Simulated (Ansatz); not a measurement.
**A convergence test on CdSe (F-43m): k mesh of the hybrid**

How far can the k mesh of the hybrid be lowered for the gap of CdSe (F-43m)?

Program: Ansatz 0.2.0. Level of theory: DFT, HSE06, plane waves, PAW; PAW set soft_1. Results are calculated unless marked as measured.

**1. Set-up**

The structure is cubic, space group F-43m (No. 216). Conventional cell: a = 6.050 Å, b = 6.050 Å, c = 6.050 Å, α = 90.00°, β = 90.00°, γ = 90.00°. Cd has 4 Se at 2.62 Å nearest. Nearest to Se lie 4 Cd at 2.62 Å. Farther neighbours and most contacts between anions are not listed.

Geometry: measured lattice cell, ions relaxed with PBE; the structure entry is the Materials Project's. The runs that relaxed it are not among those shown.

**2. k mesh of the hybrid: 2×2×2**

Input file input.yaml:

```yaml
crystal:
  lattice:
    - [0.0, 3.025, 3.025]
    - [3.025, 0.0, 3.025]
    - [3.025, 3.025, 0.0]
  atoms:
    - { symbol: Cd, position: [0.0, 0.0, 0.0] }
    - { symbol: Se, position: [0.75, 0.75, 0.75] }
kpoints:
  mp_grid: { grid: [2, 2, 2] }
  band_path:
    path:
      - [0.0, 0.0, 0.0]
      - [-0.5, -0.5, 0.0]
      - [-0.375, -0.375, 0.25]
      - [-0.375, 0.0, 0.375]
      - [0.0, 0.0, 0.5]
      - [-0.5, -0.25, 0.25]
    npoints: 1
hamiltonian:
  xc: hse06
  pseudopotentials: { kind: paw, azcp: { folder: soft_1 } }
scf:
  occupations: { method: fixed }
  n_extra_bands: 4
output:
  eigenvalues: true
```

Run with:

```
ansatz run input.yaml --threads 3 --pin off --max-ram 92160MiB --backend cuda --events-out ev --progress --plain --runs-dir out --devices 1 --max-vram 13GiB
```

Numbers of over 12 decimals in the logs are rounded to 6 here.

Output:

```text
scf.n_extra_bands = 4 over 18 filled bands (N_el = 36.0): the run solves 22 bands
exact exchange: scf.exx.singularity resolves to wigner_seitz, which cuts the screened interaction at the faces of the exchange supercell's Wigner-Seitz cell, so that each pair interacts once, at the shortest of its separations (the periodic images that this leaves out come, for a point-like exchange hole, to about 0.061 eV on a filled level). The cut falls within the interaction's reach, and what an exchange supercel [...]
GPUs: using 1 of 1 available (devices: 1).
Engine: ansatz 0.2.0, x86_64-unknown-linux-gnu
Pseudopotentials: kind: paw
Pseudopotential: Cd, paw, valence charge 20, recommended cutoff 420 eV (normal), soft_1/Cd.paw.azcp
Pseudopotential: Se, paw, valence charge 16, recommended cutoff 420 eV (normal), soft_1/Se.paw.azcp
Functional definition: HSE06
  parameter a = 0.25
  parameter omega = 0.11/bohr
  exchange = pbe_x - a*pbe_x_sr(omega) + a*exact_x_sr(omega)
  correlation = pbe_c
davidson cushion auto → on  (no smearing: the cushion is to keep the highest requested band from converging to the state above it; pin scf.eigensolver.cushion to override)
device memory: the entry about to start is reckoned to put 1.0 GiB on a device that reports 47.2 GiB free (of which the cap on the GPU budget leaves the run 13.0 GiB)
GPU FFT provider: cuFFT
GPU libraries: cuBLAS 13.8.2, cuFFT 12.4.0, cuSOLVER 12.3.4
Crystal: 2 atoms, lattice volume = 55.361 Å³
Basis set: ecut = 420 eV, 1067 PW (Γ)
Bands: 22, of which v1, the nominal top of the filled ones, is band 18 counted from 1 (17 counted from 0)
Symmetry: 24 space group operations
Space group: F-43m (ITA 216), of the structure as read, at distance tolerance 3.8e-5 Å
k-points: 3 of 8
Non-local potential: Cd, projectors of the file, l = 0: 3, l = 1: 2, l = 2: 2, l = 3: 1
Non-local potential: Se, projectors of the file, l = 0: 2, l = 1: 2, l = 2: 3, l = 3: 1
PAW form: soft (Blöchl's): semilocal exchange-correlation on the pseudo side does not see the compensation charge
PAW frozen core: Cd, regenerated for the run's functional, and the local potential with it (the file was generated under x = pbe(κ = 0.804, μ = 0.219515), c = pbe(β = 0.066725))
PAW frozen core: Se, regenerated for the run's functional, and the local potential with it (the file was generated under x = pbe(κ = 0.804, μ = 0.219515), c = pbe(β = 0.066725))
PAW one-centre angular grid: Cd, 590 points (default); XC on 64 Gauss nodes
PAW one-centre angular grid: Se, 590 points (default); XC on 64 Gauss nodes
Initial density: superposition of atomic densities (chi_scale 0.1, normalization cell, long waves kept (reshape's long-wave potential 0.00 eV rms))
Initial wavefunctions: pseudopotential atomic-orbital guess
GPU buffer pool allocated for 27000 grid points (all kernels)
GPU transforms: local potential and band sums: pruned to the plane-wave sphere, on 30×30×30
Functional: x = pbe(κ = 0.804, μ = 0.219515), c = pbe(β = 0.066725), warm-up for x = pbe(κ = 0.804, μ = 0.219515) + 0.25 (exact − pbe) at short range (hse, ω = 0.207870 Å⁻¹), c = pbe(β = 0.066725); HSE06 as pw.x's `hse` composes it (authors' and Libxc's form: `xc: wpbeh`)
SCF iter   1: F=—  HF=-13724.036842 eV  |F-HF|=—  |Δ(HF+E_count)|=         —  Δρ=5.20e-2  dr2=1.17e0  ethr=1.00e-1  ⟨swp⟩=6.7  Hψ=201  notcnv=0
preconditioner: auto → none  [insulator: Δε(μ)=0.323 eV  Ē_g=12.885 eV  n_scr=14 (ndim 8)  ℏωp=21.2 eV  f_vac=0.159]
SCF iter   2: F=—  HF=-13723.723051 eV  |F-HF|=—  |Δ(HF+E_count)|=   3.14e-1  Δρ=2.04e-2  dr2=1.66e-1  ethr=3.25e-3  ⟨swp⟩=3.7  Hψ=189  notcnv=0
SCF iter   3: F=—  HF=-13723.681043 eV  |F-HF|=—  |Δ(HF+E_count)|=   4.20e-2  Δρ=9.13e-3  dr2=2.95e-2  ethr=4.60e-4  ⟨swp⟩=3.0  Hψ=178  notcnv=0
SCF iter   4: F=—  HF=-13723.679635 eV  |F-HF|=—  |Δ(HF+E_count)|=   1.41e-3  Δρ=3.16e-3  dr2=3.70e-3  ethr=8.18e-5  ⟨swp⟩=3.3  Hψ=164  notcnv=0
iter 5 solved again at ethr=3.15e-7 eV; its pass at ethr=1.03e-5 eV (dr2=1.13e-4 eV) is discarded
[...]
Frozen-core exchange: fock
SCF iter   1: F=—  HF=-13729.136085 eV  |F-HF|=—  |Δ(HF+E_count)|=         —  Δρ=6.29e-3  dr2=1.70e-2  ethr=9.46e-8  ⟨swp⟩=7.0  Hψ=356  notcnv=0
preconditioner: auto → none  [insulator: Δε(μ)=1.670 eV  Ē_g=14.236 eV  n_scr=14 (ndim 8)  ℏωp=21.2 eV  f_vac=0.223]
SCF iter   2: F=—  HF=-13729.127267 eV  |F-HF|=—  |Δ(HF+E_count)|=   8.82e-3  Δρ=2.83e-3  dr2=1.99e-3  ethr=9.46e-8  ⟨swp⟩=4.3  Hψ=278  notcnv=0
SCF iter   3: F=—  HF=-13729.134424 eV  |F-HF|=—  |Δ(HF+E_count)|=   7.16e-3  Δρ=9.58e-4  dr2=2.84e-4  ethr=9.46e-8  ⟨swp⟩=4.0  Hψ=267  notcnv=0
SCF iter   4: F=—  HF=-13729.134405 eV  |F-HF|=—  |Δ(HF+E_count)|=   1.89e-5  Δρ=2.18e-4  dr2=2.41e-5  ethr=9.46e-8  ⟨swp⟩=3.3  Hψ=199  notcnv=0
SCF iter   5: F=—  HF=-13729.134514 eV  |F-HF|=—  |Δ(HF+E_count)|=   1.09e-4  Δρ=1.14e-4  dr2=8.25e-6  ethr=3.55e-8  ⟨swp⟩=4.0  Hψ=204  notcnv=0
SCF iter   6: F=-13729.134512 eV  HF=-13729.134512 eV  |F-HF|=4.37e-8  |Δ(HF+E_count)|=   2.33e-6  Δρ=1.33e-5  dr2=7.34e-7  ethr=2.10e-8  ⟨swp⟩=3.0  Hψ=166  notcnv=0
SCF 2 stopped early in 6 iterations: F = -13729.134512 eV  dr2 = 7.34e-7
  greatest PAW one-centre occupation: 1.001 electrons in one spin orbital (limit 2), on the Cd atom at site 0 (counted from 0), in its partial waves of l = 1
hybrid outer 1: dexx = +8.548e-3 eV, tail = 6.02e-5 eV
GPU FFT provider: cuFFT
GPU libraries: cuBLAS 13.8.2, cuFFT 12.4.0, cuSOLVER 12.3.4
GPU buffer pool allocated for 27000 grid points (all kernels)
GPU transforms: local potential and band sums: pruned to the plane-wave sphere, on 30×30×30
Exchange kernel: α = 0.2500, screened, ω = 0.2079 Å⁻¹, Wigner–Seitz truncation, v(0) = 760.5949 eV·Å³, q-mesh 2×2×2, nearest image of the exchange supercell L = 8.56 Å, pair-density grid 18×18×18, without the augmentation charges, whose exchange is taken in its separable form by FFT convolution over the k-point mesh (sized by the pseudopotential files, 24×24×24 at the most), smooth part of the exact exchange by density-matrix convolution in up to 257.4 MiB of GPU memory as planned if the GPU has room (build and FFT work areas not counted)
Frozen-core exchange: fock
SCF iter   1: F=—  HF=-13729.134728 eV  |F-HF|=—  |Δ(HF+E_count)|=         —  Δρ=5.13e-5  dr2=3.98e-7  ethr=8.35e-7  ⟨swp⟩=3.0  Hψ=153  notcnv=0
preconditioner: auto → none  [insulator: Δε(μ)=1.693 eV  Ē_g=14.169 eV  n_scr=14 (ndim 8)  ℏωp=21.2 eV  f_vac=0.226]
iter 2 solved again at ethr=3.87e-11 eV; its pass at ethr=1.01e-9 eV (dr2=1.39e-8 eV) is discarded
SCF iter   2: F=-13729.134728 eV  HF=-13729.134728 eV  |F-HF|=1.03e-9  |Δ(HF+E_count)|=   3.46e-7  Δρ=1.04e-5  dr2=4.17e-8  ethr=3.87e-11  ⟨swp⟩=2.0  Hψ=398  notcnv=0
SCF 3 converged in 2 iterations: F = -13729.134728 eV  dr2 = 4.17e-8
hybrid outer 2: dexx = +3.359e-7 eV, tail = 2.63e-7 eV, Δε = 3.07e-3 eV (about 3.28e-4 eV left of the loop's levels)
device memory: the entry about to start is reckoned to put 0.4 GiB on a device that reports 44.4 GiB free (of which the cap on the GPU budget leaves the run 13.0 GiB)
NSCF: frozen V_eff on 6 k-points
hybrid SCF converged: 2 outer / 8 inner (+6 warm-up), last move |dexx| = 3.36e-7 eV, tail = 2.63e-7 eV
Stability not checked: this state was not tested for a lower state beside it, because the functional holds exact exchange (a hybrid, or Hartree-Fock), whose exchange loop this test does not read (fock_operator; see scf.lower_state_search)
Free energy (F): -13729.134729 eV
Frozen-core exchange: fock
Harris-Foulkes:  -13729.134729 eV  (|F-HF|=1.03e-9)
Internal energy: -13729.134729 eV  (E = F + TS)
E sigma→0 (E₀):  -13729.134729 eV
Fermi energy:    7.140823 eV
--- Per-component energies (eV) ---
  E_band       = -985.908714
  E_kinetic    = 554.869726
  E_local      = -6598.341859  (includes V_loc(G=0)·N_el)
  E_nonlocal   = -235.737247
  E_hartree    = 3218.563738
  E_xc         = -194.755632
  E_vxc        = -229.054189  (∫ρ·V_xc dr)
  E_exx        = -156.984873  (= α·E_x^exact, valence–valence)
  E_paw        = -6125.006569  (= ΣΔE_a)
  E_vpaw       = -600.796693  (= ΣTr[D̂ρ^β])
  E_aug_tail   = -0.000041  (compensation charges beyond the density's cutoff)
  E_ewald      = -4190.068988
  E_core_change = -1.672982  (= ΣΔE_core)
  E_smearing   = -0.000000  (= −TS)
  E_closure    = -0.000000  (closes the sum)
  Σ components = -13729.134729   (vs F -13729.134729, Δ=0.00e0)
--- Band table (eV) ---
  k-point 0: bands = [... 14 lower, -1.9443, 7.1408, 7.1408, 7.1408, 8.8342, 14.0406, 14.0406, 14.0406]
  k-point 1: bands = [... 14 lower, -1.5581, 2.4190, 6.3222, 6.3222, 10.5681, 14.5412, 14.5412, 15.6884]
  k-point 2: bands = [... 14 lower, -1.4507, 2.7346, 5.1217, 5.1217, 11.0451, 11.8951, 17.6180, 18.7881]
```

Elapsed: 10 s, on 1 × NVIDIA H100 80GB HBM3 (shared by 6 runs) with 3 threads of AMD EPYC 7R13 (Zen 3), shared host; peak memory 1 GiB; 9.4 s of CPU time.

Numbers from this step:

```
gap                     : 1.693 eV
valence top at          : Γ
conduction bottom at    : Γ
least direct gap        : 1.693 eV
exact-exchange fraction : 0.25
```

The gap is direct, at Γ.

**3. k mesh of the hybrid: 4×4×4**

input.yaml: that of step 2 with these lines changed.

```diff
@@ -9,3 +9,3 @@
 kpoints:
-  mp_grid: { grid: [2, 2, 2] }
+  mp_grid: { grid: [4, 4, 4] }
   band_path:
```

Output:

```text
[...]
GPUs: using 1 of 1 available (devices: 1).
[...]
GPU FFT provider: cuFFT
GPU libraries: cuBLAS 13.8.2, cuFFT 12.4.0, cuSOLVER 12.3.4
Crystal: 2 atoms, lattice volume = 55.361 Å³
Basis set: ecut = 420 eV, 1067 PW (Γ)
Bands: 22, of which v1, the nominal top of the filled ones, is band 18 counted from 1 (17 counted from 0)
[... 1 set-up line as in the run before ...]
[...]
k-points: 8 of 64 (time reversal used)
[...]
E sigma→0 (E₀):  -13730.160085 eV
Fermi energy:    6.957569 eV
[...]
--- Band table (eV; the first three rows and the last of 8) ---
  k-point 0: bands = [... 14 lower, -1.8829, 6.9576, 6.9576, 6.9576, 8.5583, 13.9353, 13.9353, 13.9353]
  k-point 1: bands = [... 14 lower, -1.8814, 4.1365, 6.5168, 6.5168, 10.2656, 13.9760, 14.4901, 14.4901]
  k-point 2: bands = [... 14 lower, -1.5283, 2.1833, 6.1336, 6.1336, 10.3625, 14.4314, 14.4314, 15.4850]
  k-point 7: bands = [... 14 lower, -1.3042, 2.6721, 4.4860, 4.5510, 13.0478, 13.2647, 14.5675, 15.5049]
[key lines of the parts left out:]
Free energy (F): -13730.160085 eV
```

Elapsed: 15 s, on 1 × NVIDIA H100 80GB HBM3 (shared by 6 runs) with 3 threads; peak memory 1.1 GiB.

Numbers from this step:

```
gap                  : 1.601 eV
valence top at       : Γ
conduction bottom at : Γ
least direct gap     : 1.601 eV
```

The gap is 1.601 eV, −0.093 eV from the run before at this level.

**4. k mesh of the hybrid: 6×6×6**

input.yaml: that of step 3 with these lines changed.

```diff
@@ -9,3 +9,3 @@
 kpoints:
-  mp_grid: { grid: [4, 4, 4] }
+  mp_grid: { grid: [6, 6, 6] }
   band_path:
@@ -27 +27,5 @@
   eigenvalues: true
+  write_density: true
+  write_potential: true
+  elf: true
+  volumetric_format: npy
```

Output:

```text
[...]
GPUs: using 1 of 1 available (devices: 1).
[...]
GPU FFT provider: cuFFT
GPU libraries: cuBLAS 13.8.2, cuFFT 12.4.0, cuSOLVER 12.3.4
Crystal: 2 atoms, lattice volume = 55.361 Å³
Basis set: ecut = 420 eV, 1067 PW (Γ)
Bands: 22, of which v1, the nominal top of the filled ones, is band 18 counted from 1 (17 counted from 0)
[... 1 set-up line as in the run before ...]
[...]
k-points: 16 of 216 (time reversal used)
[...]
E sigma→0 (E₀):  -13730.196115 eV
Fermi energy:    6.947027 eV
[...]
--- Band table (eV; the first three rows and the last of 16) ---
  k-point 0: bands = [... 14 lower, -1.8803, 6.9470, 6.9470, 6.9470, 8.5310, 13.9274, 13.9274, 13.9274]
  k-point 1: bands = [... 14 lower, -1.8814, 5.2239, 6.7167, 6.7167, 9.8058, 13.6787, 14.2810, 14.2810]
  k-point 2: bands = [... 14 lower, -1.8306, 3.1450, 6.3072, 6.3072, 10.3694, 14.5151, 14.5151, 14.6172]
  k-point 15: bands = [... 14 lower, -1.3349, 2.6196, 4.5782, 4.6223, 12.1679, 12.7312, 15.7064, 16.0727]
[key lines of the parts left out:]
Free energy (F): -13730.196115 eV
```

The job ended after 20 s (1 × NVIDIA H100 80GB HBM3 (shared by 6 runs) with 3 threads; peak memory 1.2 GiB).

This step gave:

* gap: 1.584 eV
* valence top at: Γ
* conduction bottom at: Γ
* least direct gap: 1.584 eV

The gap is 1.584 eV, −0.017 eV from the run before at this level.

**5. The series**

Differences are against the last row; a negative gap means that bands overlap, and a run with a band path holds that path's time. Times are wall times on 1 × NVIDIA H100 80GB HBM3 (shared by 6 runs) with 3 threads of AMD EPYC 7R13 (Zen 3), shared host, good to a factor of about two.

| k mesh of the hybrid | gap (eV) | direct gap (eV) | gap error (eV) | energy error (meV/atom) | irreducible k | time |
| --- | --- | --- | --- | --- | --- | --- |
| 2×2×2 | 1.693 | 1.693 | +0.109 | +530.7 | 3 | 10 s |
| 4×4×4 | 1.601 | 1.601 | +0.017 | +18.0 | 8 | 15 s |
| 6×6×6 | 1.584 | 1.584 | +0.000 | +0.0 | 16 | 20 s |

**6. Summary of results**

| Item | Value |
| --- | --- |
| 2×2×2 | 1.693 eV |
| 4×4×4 | 1.601 eV |
| 6×6×6 | 1.584 eV |

What this shows: The gap holds to 0.02 eV from 4×4×4 on. At 2×2×2 the gap is off by +0.109 eV and the energy by +531 meV/atom. The gap is read over the mesh and added points near the edges, so meshes differ mainly through the density and, for a hybrid, the exchange operator.

[Paths, hosts, dates, memory and timing lines, banners, echoed tables and standing remarks are left out of the program output.]

[Logs are printed without paths, hosts, clocks, repeated set-up lines and the standing remarks that a program may print on its own settings, such as how far it seeks lower states.]

[Runs of the session that timed out or met a known fault of the program may be left out.]

[Cells called generated may have been cut or substituted from an entry of the Crystallography Open Database or the Materials Project.]

[Hosts, paths, dates, database ids (printed as entryN), source tags and the programs' standing remarks are cut or masked in the printed files.]
